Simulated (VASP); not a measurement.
**Shielding tensors and field gradients of AlN**

What are the shielding tensors of AlN? The cell is of the wurtzite type, one of the forms listed for this formula, which need not be the common one. The start is a cell from a database of measured crystal structures.

Main program and level: VASP 6.6.1; PBE; plane waves and PAW (Al, N), in the first sound run; inputs show where later runs differ.

This is a report of a sequence of runs, with most program output left out.

The database entry behind the starting cell differs from later determinations by our own check (inner coordinate u about 0.002 short), so it need not match the best structure at ambient conditions.

## (1) Set-up

The structure is hexagonal, space group P6_3mc (No. 186). Conventional cell: a = 3.113 Å, b = 3.113 Å, c = 4.981 Å, α = 90.00°, β = 90.00°, γ = 120.00°. Al has 4 N at 1.89 Å nearest. Nearest to N lie 4 Al at 1.89 Å. Farther neighbours and most contacts between anions are not listed.

Coordinates:

```
Al N
1.0
     3.11300    0.00000    0.00000
    -1.55650    2.69594    0.00000
     0.00000    0.00000    4.98100
Al N
2 2
Cartesian
  1.5565 0.8986 2.4905
  0.0000 1.7973 0.0000
  1.5565 0.8986 4.3833
  0.0000 1.7973 1.8928
```

## (2) Ground state

The next steps need an insulator, so the gap is checked first.

File INCAR:

```
SYSTEM = AlN
PREC = Accurate
ENCUT = 520
EDIFF = 1E-07
NELM = 100
ISMEAR = 0
SIGMA = 0.01
LREAL = .FALSE.
ALGO = Normal
GGA = PE
NBANDS = 14
LORBIT = 11
LWAVE = .FALSE.
LCHARG = .FALSE.
KPAR = 2
```

File POSCAR:

```
AlN
1.0
    3.1130000000      0.0000000000      0.0000000000
   -1.5565000000      2.6959370820      0.0000000000
    0.0000000000      0.0000000000      4.9810000000
Al N
2 2
Direct
    0.6666666667      0.3333333333      0.5000000000
    0.3333333333      0.6666666667      0.0000000000
    0.6666666667      0.3333333333      0.8800000000
    0.3333333333      0.6666666667      0.3800000000
```

File KPOINTS:

```
Automatic mesh
0
Gamma
7 7 4
0 0 0
```

Potentials, in the order of the species: Al and N (PBE family, release 64).

Started as:

```bash
mpirun -np 2 vasp_std
```

Run time: 13 s. Hardware: 2 MPI ranks of Intel Xeon Platinum 8259CL at 2.50GHz (Skylake/Cascade Lake), shared host; peak memory 0.29 GiB; 24 s of CPU time.

The gap is read on the k-mesh alone, so it is an upper bound where the band edges lie off the mesh.

A gap read on the k-mesh alone can miss the band edges.

This step gave:

| Item | Value |
| --- | --- |
| free energy (TOTEN) | -29.77 eV |
| Fermi energy | 6.186 eV |
| pressure | 3.456 GPa |
| gap on the k-mesh | 4.223 eV |
| least direct gap on the k-mesh | 4.223 eV |

The cell has a gap of 4.22 eV on this mesh and a pressure of +3.5 GPa, which holds the misfit of the given cell and coordinates with this functional, and any error of cutoff, mesh and data sets. Forces of up to 0.13 eV/Å remain in these settings.

## (3) Shielding tensors

This step: chemical shifts by linear response (GIPAW), PBE; plane waves and PAW (Al, N) (VASP 6.6.1).

LCHIMAG computes the induced currents by linear response. It needs tightly converged orbitals and a cutoff well above the default; LEFG adds the field gradients at no cost.

File INCAR:

```
SYSTEM = AlN
PREC = Accurate
ENCUT = 560
EDIFF = 1E-09
NELM = 100
ISMEAR = 0
SIGMA = 0.01
LREAL = .FALSE.
ALGO = Normal
GGA = PE
NBANDS = 14
LWAVE = .FALSE.
LCHARG = .FALSE.
KPAR = 2
LCHIMAG = .TRUE.
LEFG = .TRUE.
DQ = 0.001
ICHIBARE = 1
LNMR_SYM_RED = .TRUE.
```

POSCAR is that of step 2.

KPOINTS is that of step 2.

Started as:

```bash
mpirun -np 2 vasp_std
```

It took 6.7 min on 2 MPI ranks; peak memory 0.56 GiB; 13 min of CPU time.

The atoms bear forces, and field gradients depend strongly on their positions.

Numbers from this step:

```
Fermi energy : 6.188 eV
pressure     : 3.405 GPa
```

Valence and core; the G = 0 term is that of a spherical sample. NMR shielding, by row:

| atom | isotropic shielding (ppm) | span (ppm) | skew | isotropic shielding without the G = 0 term (ppm) |
| --- | --- | --- | --- | --- |
| Al1 | 451.9 | 12.14 | -0.987 | 440 |
| Al2 | 451.9 | 12.14 | -0.987 | 440 |
| N3 | 127.7 | 9.977 | 0.9844 | 115.9 |
| N4 | 127.7 | 9.977 | 0.9844 | 115.9 |

Ordered as |Vzz| ≥ |Vxx| ≥ |Vyy|, the program's way. Electric field gradients, by row:

| atom | Vxx (V/Å²) | Vyy (V/Å²) | Vzz (V/Å²) | asymmetry |
| --- | --- | --- | --- | --- |
| Al1 | -1.307 | -1.307 | 2.613 | 0 |
| Al2 | -1.307 | -1.307 | 2.613 | 0 |
| N3 | 0.211 | 0.211 | -0.422 | 0.001 |
| N4 | 0.211 | 0.211 | -0.422 | 0.001 |

## (4) Another functional, PAW release LDA 64

This step: chemical shifts by linear response (GIPAW), LDA; plane waves and PAW (Al, N) (VASP 6.6.1).

The functional is changed, to see how much the shieldings depend on it.

INCAR: that of step 3 with these lines changed.

```diff
@@ -9,3 +9,3 @@
 ALGO = Normal
-GGA = PE
+GGA = CA
 NBANDS = 14
```

POSCAR is that of step 3.

KPOINTS is that of step 3.

Potentials, in the order of the species: Al and N (LDA family, release 64).

Started as:

```bash
mpirun -np 2 vasp_std
```

It took 5.3 min on 2 MPI ranks; peak memory 0.56 GiB; 11 min of CPU time.

This step gave:

* free energy (TOTEN): -32.83 eV
* Fermi energy: 5.971 eV
* pressure: -4.096 GPa
* gap on the k-mesh: 4.246 eV
* least direct gap on the k-mesh: 4.246 eV

Valence and core; the G = 0 term is that of a spherical sample. NMR shielding, by row:

| atom | isotropic shielding (ppm) | span (ppm) | skew | isotropic shielding without the G = 0 term (ppm) |
| --- | --- | --- | --- | --- |
| Al1 | 434.2 | 12.44 | -0.9862 | 422.4 |
| Al2 | 434.2 | 12.44 | -0.9862 | 422.4 |
| N3 | 115.2 | 10.16 | 0.9831 | 103.4 |
| N4 | 115.2 | 10.16 | 0.9831 | 103.4 |

Ordered as |Vzz| ≥ |Vxx| ≥ |Vyy|, the program's way. Electric field gradients, by row:

| atom | Vxx (V/Å²) | Vyy (V/Å²) | Vzz (V/Å²) | asymmetry |
| --- | --- | --- | --- | --- |
| Al1 | -1.296 | -1.296 | 2.593 | 0 |
| Al2 | -1.296 | -1.296 | 2.593 | 0 |
| N3 | 0.291 | 0.289 | -0.58 | 0.003 |
| N4 | 0.291 | 0.289 | -0.58 | 0.003 |

Against the first shielding run the largest change is -17.7 ppm, on Al1.

## (5) Summary

This step: chemical shifts by linear response (GIPAW), PBE, LDA; plane waves and PAW (VASP 6.6.1).

This step runs nothing: it gathers the runs above.

Isotropic shieldings. Cost is wall time times ranks on a shared host. Shieldings by setting:

| run | ENCUT (eV) | k mesh | Al1, Wyckoff letter b (ppm) | N3, Wyckoff letter b (ppm) | cost (core minutes) |
| --- | --- | --- | --- | --- | --- |
| first shielding run | 560 | 7x7x4 | 451.9 | 127.7 | 13.44 |
| another functional | 560 | 7x7x4 | 434.2 | 115.2 | 10.67 |

## (6) Outcome

| Quantity | Value |
| --- | --- |
| Al, isotropic shielding | 451.9 ppm |
| N, isotropic shielding | 127.7 ppm |

At PBE, in the first shielding run, the isotropic shieldings are Al 451.9 ppm; N 127.7 ppm. In the first shielding run the widest tensor is that of Al1, with a span (largest less smallest principal value) of 12.1 ppm. The largest field gradient of that run is Vzz = 2.61 V/Å² at Al1. Against the first shielding run, the one with another functional moves the shieldings by at most 18 ppm. Shifts were not obtained, since a shift is the shielding of a reference compound, computed alike, less these values. The G = 0 term is the part set by the sample's shape, taken here for a sphere. No finer mesh was run, so convergence in it isn't shown. VASP's guide advises LASPH and NLSPLINE for shieldings, which this input doesn't set; the effect wasn't tested. The cell is of the wurtzite type, one of the forms listed for this formula, which need not be the common one. The given cell is kept, although it stands at +3.4 GPa at PBE and ENCUT = 560 eV, which holds the mismatch of the given cell with this functional, any error of the entry itself and any basis-set error. The atoms weren't relaxed and carry forces of up to 0.13 eV/Å at PBE in the first shielding run, so the numbers belong to the given coordinates, and a relaxation would change them.

[Lines on the potential files, build, host, timing and source positions are cut from VASP's logs without a mark.]

[Logs are printed without paths, hosts, clocks, repeated set-up lines and the standing remarks that a program may print on its own settings, such as how far it seeks lower states.]

[Hosts, paths, dates, database ids (printed as entryN), source tags and the programs' standing remarks are cut or masked in the printed files.]
